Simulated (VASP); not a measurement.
# Nd (Fm-3m) in VASP: a series of runs

One crystal, Nd, is run at these levels: LMBJ, LDA, RPBE; tasks: single point.

Everything below comes from runs of VASP 6.6.1. Logs are shortened: lines on timing, memory, paths and dates and some standing lists are left out, and cuts for length are marked.

### Step 1. The crystal as given

It takes space group Fm-3m (No. 225, cubic). Conventional cell: a = 5.210 Å, b = 5.210 Å, c = 5.210 Å, α = 90.00°, β = 90.00°, γ = 90.00°. Around Nd (site symmetry m-3m) lie 12 Nd at 3.68 Å.

This isn't the form of Nd at room conditions, which is double hcp.

### Step 2. Single point, LMBJ, collinear spin, ferromagnetic start

Input file POSCAR:

```
Nd
1.0
    0.0000000000      2.6049204508      2.6049204508
    2.6049204508      0.0000000000      2.6049204508
    2.6049204508      2.6049204508      0.0000000000
Nd
1
Cartesian
    0.0000000000      0.0000000000      0.0000000000
```

Input file INCAR.step1:

```
SYSTEM = Nd
  PREC = Accurate
  ENCUT = 520
  EDIFF = 1E-5
  ISMEAR = 0
  SIGMA = 0.01
  LREAL = .FALSE.
  LASPH = .TRUE.
  NELM = 120
  ALGO = Normal
  ISIF = 2
  LWAVE = .TRUE.
  LCHARG = .FALSE.
  ISPIN = 2
  MAGMOM = 3
  LORBIT = 11
  LMAXMIX = 6
  NBANDS = 16
  GGA = PE
```

Input file INCAR.step2:

```
SYSTEM = Nd
  PREC = Accurate
  ENCUT = 520
  EDIFF = 1E-4
  ISMEAR = 0
  SIGMA = 0.01
  LREAL = .FALSE.
  LASPH = .TRUE.
  NELM = 120
  ALGO = Normal
  ISIF = 2
  LWAVE = .FALSE.
  LCHARG = .FALSE.
  ISPIN = 2
  MAGMOM = 3
  LORBIT = 11
  LMAXMIX = 6
  METAGGA = LMBJ
  NBANDS = 16
  ISTART = 1
```

Input file KPOINTS:

```
regular mesh
0
Monkhorst
  9 9 9
  0 0 0
```

Potentials or basis: VASP PAW PBE potentials, release 64 (Nd_3), 4f in core.

Launch:

```sh
$ cat potpaw_PBE.64/Nd_3/POTCAR > POTCAR
$ cp INCAR.step1 INCAR
$ mpirun -np 1 vasp_std > vasp.out
$ cp INCAR.step2 INCAR
$ mpirun -np 1 vasp_std > vasp.out
```

OUTCAR:

```text
SYSTEM = Nd
   PREC = Accurate
   ENCUT = 520
   EDIFF = 1E-4
   ISMEAR = 0
   LREAL = .FALSE.
   LASPH = .TRUE.
   NELM = 120
   ISIF = 2
   ISPIN = 2
   LORBIT = 11
   METAGGA = LMBJ
   ISTART = 1

 ion  position               nearest neighbor table
   1  0.000  0.000  0.000-

  LATTYP: Found a face centered cubic cell.
 ALAT       =     5.2098409016

  Lattice vectors:

 A1 = (   0.0000000000,   2.6049204508,   2.6049204508)
 A2 = (   2.6049204508,   0.0000000000,   2.6049204508)
 A3 = (   2.6049204508,   2.6049204508,   0.0000000000)

Analysis of symmetry for initial positions (statically):
=====================================================================
 Subroutine PRICEL returns:
 Original cell was already a primitive cell.

 Routine SETGRP: Setting up the symmetry group for a
 face centered cubic supercell.

 Subroutine GETGRP returns: Found 48 space group operations
 (whereof 48 operations were pure point group operations)
 out of a pool of 48 trial point group operations.

The static configuration has the point symmetry O_h .

Analysis of symmetry for dynamics (positions and initial velocities):
=====================================================================
 Subroutine PRICEL returns:
 Original cell was already a primitive cell.

 Routine SETGRP: Setting up the symmetry group for a
 face centered cubic supercell.

 Subroutine GETGRP returns: Found 48 space group operations
 (whereof 48 operations were pure point group operations)
 out of a pool of 48 trial point group operations.

The dynamic configuration has the point symmetry O_h .

Analysis of structural, dynamic, and magnetic symmetry:
=====================================================================
 Subroutine PRICEL returns:
 Original cell was already a primitive cell.

 Routine SETGRP: Setting up the symmetry group for a
 face centered cubic supercell.

 Subroutine GETGRP returns: Found 48 space group operations
 (whereof 48 operations were pure point group operations)
 out of a pool of 48 trial point group operations.

The overall configuration has the point symmetry O_h .

 Subroutine INISYM returns: Found 48 space group operations
 (whereof 48 operations are pure point group operations),
 and found     1 'primitive' translations

----------------------------------------------------------------------------------------

                                     Primitive cell

  volume of cell :      35.3520

  direct lattice vectors                    reciprocal lattice vectors
     0.000000000  2.604920451  2.604920451    -0.191944441  0.191944441  0.191944441
     2.604920451  0.000000000  2.604920451     0.191944441 -0.191944441  0.191944441
     2.604920451  2.604920451  0.000000000     0.191944441  0.191944441 -0.191944441

  length of vectors
     3.683913830  3.683913830  3.683913830     0.332457524  0.332457524  0.332457524

  position of ions in fractional coordinates (direct lattice)
     0.000000000  0.000000000  0.000000000

  ion indices of the primitive-cell ions
   primitive index   ion index
                 1           1

----------------------------------------------------------------------------------------

 KPOINTS: regular mesh

Automatic generation of k-mesh.
 Grid dimensions read from file:
 generate k-points for:    9    9    9

 Generating k-lattice:

  Cartesian coordinates                     Fractional coordinates (reciprocal lattice)
    -0.021327160  0.021327160  0.021327160     0.111111111  0.000000000  0.000000000
     0.021327160 -0.021327160  0.021327160     0.000000000  0.111111111  0.000000000
     0.021327160  0.021327160 -0.021327160     0.000000000  0.000000000  0.111111111

  Length of vectors
     0.036939725  0.036939725  0.036939725

  Shift w.r.t. Gamma in fractional coordinates (k-lattice)
     0.000000000  0.000000000  0.000000000

 Subroutine IBZKPT returns following result:
 ===========================================

 Found     35 irreducible k-points:

 Following reciprocal coordinates:
            Coordinates               Weight
  0.000000  0.000000  0.000000      1.000000
  0.111111  0.000000  0.000000      8.000000
  0.222222  0.000000  0.000000      8.000000
  0.333333  0.000000  0.000000      8.000000
  0.444444  0.000000  0.000000      8.000000
  0.111111  0.111111  0.000000      6.000000
[... 16 lines left out ...]
 -0.333333  0.333333  0.000000     12.000000
  0.444444  0.444444  0.000000      6.000000
 [... further k-points ...]
   k-points           NKPTS =     35   k-points in BZ     NKDIM =     35   number of bands    NBANDS=     16
   number of dos      NEDOS =    301   number of ions     NIONS =      1
   total plane-waves  NPLWV =  21952
   dimension x,y,z NGX =    28 NGY =   28 NGZ =   28
   dimension x,y,z NGXF=    56 NGYF=   56 NGZF=   56
   ions per type =               1
   NGX,Y,Z   is equivalent  to a cutoff of  12.64, 12.64, 12.64 a.u.
   NGXF,Y,Z  is equivalent  to a cutoff of  25.27, 25.27, 25.27 a.u.
 SYSTEM =  Nd
   PREC   = accura    normal or accurate (medium, high low for compatibility)
   ISTART =      1    job   : 0-new  1-cont  2-samecut
   ICHARG =      0    charge: 1-file 2-atom 10-const
   ISPIN  =      2    spin polarized calculation?
   LNONCOLLINEAR =      F non collinear calculations
   LSORBIT =      F    spin-orbit coupling
   LASPH  =      T    aspherical Exc in radial PAW
   ENCUT  =  520.0 eV  38.22 Ry    6.18 a.u.   6.85  6.85  6.85*2*pi/ulx,y,z
   NELM   =    120;   NELMIN=  2; NELMDL=  0     # of ELM steps
   EDIFF  = 0.1E-03   stopping-criterion for ELM
   LREAL  =      F    real-space projection
   EDIFFG = 0.1E-02   stopping-criterion for IOM
   NSW    =      0    number of steps for IOM
   IBRION =     -1    ionic relax: 0-MD 1-quasi-New 2-CG
   NFREE  =      0    steps in history (QN), initial steepest desc. (CG)
   ISIF   =      2    stress and relaxation
   ISYM   =      2    0-nonsym 1-usesym 2-fastsym
   POTIM  = 0.5000    time-step for ionic-motion
   TEBEG  =    0.0;   TEEND  =   0.0 temperature during run
   PSTRESS=    0.0 pullay stress
   NELECT =      11.0000    total number of electrons
   NUPDOWN=      -1.0000    fix difference up-down
   EMIN   =  10.00;   EMAX   =-10.00  energy-range for DOS
   EFERMI =   0.00;   METHOD = LEGACY
   ISMEAR =     0;   SIGMA  =   0.01  broadening in eV -4-tet -1-fermi 0-gaus
   EFERMI_NEDOS =   21; number of points for ismear=-14 and -15
   IALGO  =     38    algorithm
   IMIX   =      4    mixing-type and parameters
     AMIX     =   0.40;   BMIX     =  1.00
     AMIX_MAG =   1.60;   BMIX_MAG =  1.00
  volume/ion in A,a.u.               =      35.35       238.57
  Fermi-wavevector in a.u.,A,eV,Ry     =   1.109348  2.096364 16.744060  1.230654
  Thomas-Fermi vector in A             =   2.245887
   LORBIT       =     11    0 simple, 1 ext, 2 COOP (PROOUT), +10 PAW based schemes
   METAGGA = LMBJ    functional components
   LHFCALC =     F    Hartree Fock is set to
   AEXX    =    0.0000 exact exchange contribution
   IVDW    =     0    specifies the selected vdW correction
   LEPSILON=     F    determine dielectric tensor
   LRPA    =     F    only Hartree local field effects (RPA)
 spin polarized calculation
 Gauss-broadening in eV      SIGMA  =   0.01
  energy-cutoff  :      520.00
  volume of cell :       35.35
 maximum number of plane-waves:       963
   NGX = 13   NGY = 13   NGZ = 13

 number of electron      11.0000000 magnetization      -0.0287548

 Free energy of the ion-electron system (eV)
  ---------------------------------------------------
  ext. energy  EPLUGINS =         0.00000000
  ---------------------------------------------------
  free energy    TOTEN  =       466.10464899 eV

  energy without entropy =      466.10482026  energy(sigma->0) =      466.10473463

 E-fermi :   3.1783     XC(G=0):  -9.6043

 val. band max:        3.1767585223   @ k =   0.3333   0.2222   0.1111
 cond. band min:       3.1821514173   @ k =  -0.3333   0.4444   0.2222
 fundamental gap:      0.0053928950
 Fermi energy:         3.1782506115

 spin component 1

 k-point     1 :       0.0000    0.0000    0.0000
  band No.  band energies     occupation
      1     -34.9802      1.00000
      2     -15.6918      1.00000
      3     -15.6918      1.00000
      4     -15.6918      1.00000
      5      -0.5484      1.00000
      6       4.4797      0.00000
[... 8 lines left out ...]
     15      17.1071      0.00000
     16      26.0009      0.00000
[... 419 lines left out ...]
 k-point    24 :       0.4444    0.4444    0.0000
  band No.  band energies     occupation
      1     -34.8303      1.00000
      2     -16.5883      1.00000
      3     -16.0342      1.00000
      4     -16.0342      1.00000
      5       1.1816      1.00000
      6       1.8400      1.00000
[... 8 lines left out ...]
     15      20.6688      0.00000
     16      20.6735      0.00000

 [... further k-points ...]

 spin component 2

 k-point     1 :       0.0000    0.0000    0.0000
  band No.  band energies     occupation
      1     -34.9839      1.00000
      2     -15.6969      1.00000
      3     -15.6969      1.00000
      4     -15.6969      1.00000
      5      -0.5651      1.00000
      6       4.4610      0.00000
[... 8 lines left out ...]
     15      17.1029      0.00000
     16      25.9845      0.00000
[... 419 lines left out ...]
 k-point    24 :       0.4444    0.4444    0.0000
  band No.  band energies     occupation
      1     -34.8337      1.00000
      2     -16.5952      1.00000
      3     -16.0398      1.00000
      4     -16.0398      1.00000
      5       1.1798      1.00000
      6       1.8140      1.00000
[... 8 lines left out ...]
     15      20.6360      0.00000
     16      20.6509      0.00000

 [... further k-points ...]

------------------------ aborting loop because EDIFF is reached ----------------------------------------

 total charge

# of ion       s       p       d       tot
------------------------------------------
    1        2.162   5.767   1.021   8.950

 magnetization (x)

# of ion       s       p       d       tot
------------------------------------------
    1        0.000  -0.001  -0.015  -0.015

  FORCE on cell =-STRESS in cart. coord.  units (eV):
  Direction    XX          YY          ZZ          XY          YZ          ZX
  --------------------------------------------------------------------------------------
  -------------------------------------------------------------------------------------
  Total        0.2617533      0.2617533      0.2617533      0.0000000     -0.0000000      0.0000000
  in kB       11.8628609     11.8628609     11.8628609      0.0000000     -0.0000000      0.0000000
  external PRESSURE =      11.8628609 kB  Pullay stress =       0.0000000 kB

 VOLUME and BASIS-vectors are now :
 -----------------------------------------------------------------------------
  energy-cutoff  :      520.00
  volume of cell :       35.35
      direct lattice vectors                 reciprocal lattice vectors
     0.000000000  2.604920451  2.604920451    -0.191944441  0.191944441  0.191944441
     2.604920451  0.000000000  2.604920451     0.191944441 -0.191944441  0.191944441
     2.604920451  2.604920451  0.000000000     0.191944441  0.191944441 -0.191944441

  length of vectors
     3.683913830  3.683913830  3.683913830     0.332457524  0.332457524  0.332457524

 FORCES acting on ions
    electron-ion (+dipol)            ewald-force                    non-local-force                 convergence-correction
 -----------------------------------------------------------------------------------------------
   0.571E-16 -.114E-14 -.157E-14   -.698E-15 0.396E-15 0.223E-14   0.517E-25 0.517E-25 0.775E-25   -.384E-14 -.237E-13 -.851E-14
 -----------------------------------------------------------------------------------------------
   0.571E-16 -.114E-14 -.157E-14   -.698E-15 0.396E-15 0.223E-14   0.517E-25 0.517E-25 0.775E-25   -.384E-14 -.237E-13 -.851E-14

 POSITION                                       TOTAL-FORCE (eV/Angst)
 -----------------------------------------------------------------------------------
      0.00000      0.00000      0.00000         0.000000     -0.000000      0.000000
 -----------------------------------------------------------------------------------
    total drift:                               -0.000000     -0.000000     -0.000000

--------------------------------------------------------------------------------------------------------

  FREE ENERGIE OF THE ION-ELECTRON SYSTEM (eV)
  ---------------------------------------------------
  free  energy   TOTEN  =       466.1046489950 eV

  energy  without entropy=      466.1048202616  energy(sigma->0) =      466.10473463

--------------------------------------------------------------------------------------------------------

    CMBJ_AVG_PW =    1.0241

    VACRAT =    0.0000

      1 CMBJ_AUG(I) =    1.0241

--------------------------------------------------------------------------------------------------------

 total charge

# of ion       s       p       d       tot
------------------------------------------
    1        2.162   5.767   1.021   8.950

 magnetization (x)

# of ion       s       p       d       tot
------------------------------------------
    1        0.000  -0.001  -0.015  -0.015

=======================================================================
```

Run time: 45 s. Hardware: 1 thread of Intel Xeon Platinum 8559C (Emerald Rapids), shared host; peak memory 0.2 GiB.

The run converged, but some of its settings lie outside the range that counts as converged, so its numbers aren't taken as properties of the crystal.

What came out:

* Net moment: -0.03 μB per cell
* Valence electrons inside the program's atomic spheres: Nd 8.95

Caveat: the magnetic or orbital state may not be the lowest; the PAW data sets were made with another functional, which shifts forces and pressure a little; spin-orbit coupling is left out, which moves the levels of the heavy elements; the 4f electrons are frozen in the core as for a trivalent ion, so they carry no moment and show no levels.

(Continued in part 2 of 3.)
